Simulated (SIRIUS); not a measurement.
A run of SIRIUS 7.12.0:

The input sirius.json:

```json
{
  "control": {
    "processing_unit": "cpu",
    "std_evp_solver_name": "lapack",
    "gen_evp_solver_name": "lapack",
    "verbosity": 2,
    "print_forces": true,
    "ortho_rf": true,
    "use_second_variation": true,
    "rmt_max": 3.0,
    "num_bands_to_print": 20,
    "save_wf": true
  },
  "parameters": {
    "electronic_structure_method": "full_potential_lapwlo",
    "xc_functionals": ["XC_GGA_X_PBE_SOL", "XC_GGA_C_PBE_SOL"],
    "core_relativity": "dirac",
    "valence_relativity": "iora",
    "num_fv_states": 20,
    "smearing": "fermi_dirac",
    "smearing_width": 0.0018374661,
    "pw_cutoff": 26,
    "gk_cutoff": 4.93,
    "lmax_apw": 12,
    "lmax_rho": 8,
    "lmax_pot": 8,
    "num_mag_dims": 0,
    "auto_rmt": 0,
    "ngridk": [10, 10, 10],
    "shiftk": [0, 0, 0],
    "num_dft_iter": 80,
    "energy_tol": 1e-07,
    "density_tol": 1e-05,
    "use_symmetry": true
  },
  "settings": {"tol_ne": 1e-10},
  "iterative_solver": {"type": "exact"},
  "mixer": {"type": "anderson", "beta": 0.5, "max_history": 8},
  "unit_cell": {
    "lattice_vectors": [[0.0, 4.2584989699, 4.2584989699], [4.2584989699, 0.0, 4.2584989699], [4.2584989699, 4.2584989699, 0.0]],
    "atom_types": ["Ga", "N"],
    "atom_files": {"Ga": "Ga.json", "N": "N.json"},
    "atoms": {"Ga": [[0.0, 0.0, 0.0]], "N": [[0.25, 0.25, 0.25]]}
  }
}
```

File Ga.json:

```json
{
  "name": "gallium",
  "symbol": "Ga",
  "number": 31,
  "mass": 69.723,
  "rmin": 1e-06,
  "rmt": 2.13,
  "nrmt": 800,
  "rinf": 19.67,
  "core": "1s2s2p",
  "valence": [
    {"basis": [{"enu": 0.04, "dme": 0, "n": 0, "auto": 0}, {"enu": 0.04, "dme": 1, "n": 0, "auto": 0}]},
    {"l": 0, "n": 1, "basis": [{"enu": 0.0721, "dme": 0, "n": 0, "auto": 0}]},
    {"l": 1, "n": 2, "basis": [{"enu": 0.14, "dme": 0, "n": 0, "auto": 0}]},
    {"l": 2, "n": 3, "basis": [{"enu": -0.117, "dme": 0, "n": 0, "auto": 0}]},
    {"l": 3, "n": 4, "basis": [{"enu": 0.14, "dme": 0, "n": 0, "auto": 0}]}
  ],
  "lo": [
    {
      "l": 0,
      "basis": [{"enu": 0.0721, "dme": 0, "n": 0, "auto": 0}, {"enu": 0.0721, "dme": 1, "n": 0, "auto": 0}]
    },
    {
      "l": 0,
      "basis": [{"enu": -5.1643, "dme": 0, "n": 3, "auto": 1}, {"enu": -5.1643, "dme": 1, "n": 3, "auto": 1}]
    },
    {
      "l": 0,
      "basis": [{"enu": -5.1643, "dme": 1, "n": 3, "auto": 1}, {"enu": 0.0721, "dme": 0, "n": 0, "auto": 0}]
    },
    {
      "l": 0,
      "basis": [{"enu": 0.0721, "dme": 0, "n": 0, "auto": 0}, {"enu": 3.5987, "dme": 0, "n": 0, "auto": 0}]
    },
    {"l": 1, "basis": [{"enu": 0.14, "dme": 0, "n": 0, "auto": 0}, {"enu": 0.14, "dme": 1, "n": 0, "auto": 0}]},
    {
      "l": 1,
      "basis": [{"enu": -3.3808, "dme": 0, "n": 3, "auto": 1}, {"enu": -3.3808, "dme": 1, "n": 3, "auto": 1}]
    },
    {
      "l": 1,
      "basis": [{"enu": -3.3808, "dme": 1, "n": 3, "auto": 1}, {"enu": 0.14, "dme": 0, "n": 0, "auto": 0}]
    },
    {"l": 1, "basis": [{"enu": 0.14, "dme": 0, "n": 0, "auto": 0}, {"enu": 4.1956, "dme": 0, "n": 0, "auto": 0}]},
    {
      "l": 2,
      "basis": [{"enu": -0.117, "dme": 0, "n": 0, "auto": 0}, {"enu": -0.117, "dme": 1, "n": 0, "auto": 0}]
    },
    {
      "l": 2,
      "basis": [{"enu": -0.117, "dme": 1, "n": 0, "auto": 0}, {"enu": -0.117, "dme": 2, "n": 0, "auto": 0}]
    },
    {
      "l": 2,
      "basis": [{"enu": -0.117, "dme": 0, "n": 0, "auto": 0}, {"enu": 3.3214, "dme": 0, "n": 0, "auto": 0}]
    },
    {"l": 3, "basis": [{"enu": 0.14, "dme": 0, "n": 0, "auto": 0}, {"enu": 0.14, "dme": 1, "n": 0, "auto": 0}]},
    {"l": 3, "basis": [{"enu": 0.14, "dme": 0, "n": 0, "auto": 0}, {"enu": 3.9752, "dme": 0, "n": 0, "auto": 0}]}
  ],
  "free_atom": [... radial grid and density of the free atom, the start of the SCF ...]
}
```

The input N.json:

```json
{
  "name": "nitrogen",
  "symbol": "N",
  "number": 7,
  "mass": 14.0067,
  "rmin": 1e-06,
  "rmt": 1.42,
  "nrmt": 800,
  "rinf": 13.03,
  "core": "1s",
  "valence": [
    {"basis": [{"enu": 0.04, "dme": 0, "n": 0, "auto": 0}, {"enu": 0.04, "dme": 1, "n": 0, "auto": 0}]},
    {"l": 0, "n": 1, "basis": [{"enu": -0.0152, "dme": 0, "n": 0, "auto": 0}]},
    {"l": 1, "n": 2, "basis": [{"enu": 0.14, "dme": 0, "n": 0, "auto": 0}]},
    {"l": 2, "n": 3, "basis": [{"enu": 0.14, "dme": 0, "n": 0, "auto": 0}]},
    {"l": 3, "n": 4, "basis": [{"enu": 0.14, "dme": 0, "n": 0, "auto": 0}]}
  ],
  "lo": [
    {
      "l": 0,
      "basis": [{"enu": -0.0152, "dme": 0, "n": 0, "auto": 0}, {"enu": -0.0152, "dme": 1, "n": 0, "auto": 0}]
    },
    {
      "l": 0,
      "basis": [{"enu": -0.0152, "dme": 1, "n": 0, "auto": 0}, {"enu": -0.0152, "dme": 2, "n": 0, "auto": 0}]
    },
    {
      "l": 0,
      "basis": [{"enu": -0.0152, "dme": 0, "n": 0, "auto": 0}, {"enu": 5.936, "dme": 0, "n": 0, "auto": 0}]
    },
    {"l": 1, "basis": [{"enu": 0.14, "dme": 0, "n": 0, "auto": 0}, {"enu": 0.14, "dme": 1, "n": 0, "auto": 0}]},
    {"l": 1, "basis": [{"enu": 0.14, "dme": 1, "n": 0, "auto": 0}, {"enu": 0.14, "dme": 2, "n": 0, "auto": 0}]},
    {"l": 1, "basis": [{"enu": 0.14, "dme": 0, "n": 0, "auto": 0}, {"enu": 6.9839, "dme": 0, "n": 0, "auto": 0}]},
    {"l": 2, "basis": [{"enu": 0.14, "dme": 0, "n": 0, "auto": 0}, {"enu": 0.14, "dme": 1, "n": 0, "auto": 0}]},
    {"l": 2, "basis": [{"enu": 0.14, "dme": 1, "n": 0, "auto": 0}, {"enu": 0.14, "dme": 2, "n": 0, "auto": 0}]},
    {"l": 2, "basis": [{"enu": 0.14, "dme": 0, "n": 0, "auto": 0}, {"enu": 7.8766, "dme": 0, "n": 0, "auto": 0}]},
    {"l": 3, "basis": [{"enu": 0.14, "dme": 0, "n": 0, "auto": 0}, {"enu": 0.14, "dme": 1, "n": 0, "auto": 0}]}
  ],
  "free_atom": [... radial grid and density of the free atom, the start of the SCF ...]
}
```

The input sirius_start.json:

```json
{
  "control": {
    "processing_unit": "cpu",
    "std_evp_solver_name": "lapack",
    "gen_evp_solver_name": "lapack",
    "verbosity": 1,
    "print_forces": false,
    "ortho_rf": true,
    "use_second_variation": true,
    "rmt_max": 3.0,
    "num_bands_to_print": 20,
    "save_wf": false
  },
  "parameters": {
    "electronic_structure_method": "full_potential_lapwlo",
    "xc_functionals": ["XC_LDA_X", "XC_LDA_C_PW"],
    "core_relativity": "dirac",
    "valence_relativity": "iora",
    "num_fv_states": 20,
    "smearing": "fermi_dirac",
    "smearing_width": 0.0055123983,
    "pw_cutoff": 26,
    "gk_cutoff": 3.94,
    "lmax_apw": 12,
    "lmax_rho": 8,
    "lmax_pot": 8,
    "num_mag_dims": 0,
    "auto_rmt": 0,
    "ngridk": [4, 4, 4],
    "shiftk": [0, 0, 0],
    "num_dft_iter": 30,
    "energy_tol": 0.01,
    "density_tol": 0.05,
    "use_symmetry": true
  },
  "settings": {"tol_ne": 1e-10},
  "iterative_solver": {"type": "exact"},
  "mixer": {"type": "anderson", "beta": 0.5, "max_history": 8},
  "unit_cell": {
    "lattice_vectors": [[0.0, 4.2584989699, 4.2584989699], [4.2584989699, 0.0, 4.2584989699], [4.2584989699, 4.2584989699, 0.0]],
    "atom_types": ["Ga", "N"],
    "atom_files": {"Ga": "Ga.json", "N": "N.json"},
    "atoms": {"Ga": [[0.0, 0.0, 0.0]], "N": [[0.25, 0.25, 0.25]]}
  }
}
```

Potentials or basis: all-electron FP-LAPW, apw+lo standard.

Command:

```console
$ OMP_NUM_THREADS=1 sirius.scf --input=sirius_start.json --output=start.json
$ OMP_NUM_THREADS=1 sirius.scf --input=sirius.json --output=output.json --task=1
```

Hardware: 1 thread of AMD EPYC 9R45 96-Core Processor (Zen 5) (shared host).

Q: Estimate the wall time of this run.

A: Wall time 48 s on 1 thread of AMD EPYC 9R45 96-Core Processor (Zen 5), with other jobs on the host, peak memory 0.64 GiB. Counts: scf iterations 7, k points 47, plane waves 331, basis 410, bands 20.
